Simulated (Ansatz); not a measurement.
**Equation of state of Fe from a dense series**

```xyz
2
Lattice="2.4342 0.0000 0.0000 -1.2171 2.1080 0.0000 0.0000 0.0000 3.8419" Properties=species:S:1:pos:R:3 pbc="T T T"
Fe    0.0000    1.4054    0.9605
Fe    1.2171    0.7027    2.8815
```

Atom numbers follow the list: Fe1, Fe2.

The cell is the one relaxed in the Materials Project (mp-136), not relaxed further here; entries there can be hypothetical.

Spin polarisation is left out, and whether a magnetic state lies lower isn't shown here.

These are results of Ansatz 0.2.0, DFT, PBE, all-electron LAPW, scalar-relativistic, not measurements.

Sampling and basis: a Γ-centred 17×17×10 k mesh, Fermi–Dirac smearing of 0.08 eV, basis error target 0.25 meV/atom, no spin polarisation.

The cell is scaled evenly. Fractional coordinates are held (clamped ions).

```csv
V (Å³/atom),P (GPa)
9.266,34.77
9.271,34.54
9.463,25.90
9.660,17.95
9.759,14.28
9.857,10.81
9.956,7.52
10.054,4.40
10.448,-6.51
```

Question: Fit a third-order Birch–Murnaghan curve to the pressures.

Answer: P = (3B0/2)(y^(7/2) − y^(5/2))[1 + (3/4)(B0′ − 4)(y − 1)] with y = (V0/V)^(2/3) fits within 0.01 GPa for V0 = 10.203 Å³/atom, B0 = 289.4 GPa and B0′ = 4.55.

Question: Predict the pressure at the withheld volume, 10.251 Å³/atom.

Answer: There y = 0.9969, so the fit gives -1.35 GPa; the run gave -1.35 GPa.
